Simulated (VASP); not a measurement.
A run of VASP 6.6.1:

The input INCAR:

```
SYSTEM = Sb
  ALGO = Normal
  EDIFF = 1E-6
  EDIFFG = -0.005
  ENCUT = 600
  GGA = PE
  IBRION = 2
  ISIF = 3
  ISMEAR = 0
  LASPH = .TRUE.
  LCHARG = .FALSE.
  LREAL = .FALSE.
  LWAVE = .FALSE.
  NELM = 100
  NSW = 100
  PREC = Accurate
  SIGMA = 0.1
```

The input KPOINTS:

```
k-points
0
G
  14 14 14
  0 0 0
```

POSCAR

```
Sb
1.0
    3.0833436100      0.0000000000      0.0000000000
    0.0000000000      3.0833436100      0.0000000000
    0.0000000000      0.0000000000      3.0833436100
Sb
1
Direct
    0.0000000000      0.0000000000      0.0000000000
```

Potentials or basis: VASP PAW PBE potentials, release 64 (Sb).

Command:

```sh
$ cat potpaw_PBE.64/Sb/POTCAR > POTCAR
$ mpirun -np 1 vasp_std > vasp.out
```

Hardware: 1 thread of Intel(R) Xeon(R) 6975P-C (Granite Rapids), with other jobs on the host.

Problem. How long does it take, and how much memory?

Solution. It took 16 s on 1 thread of Intel(R) Xeon(R) 6975P-C (Granite Rapids), on a shared host, peak memory 0.18 GiB. Counts: scf iterations 21, k points 120, ion steps 3.
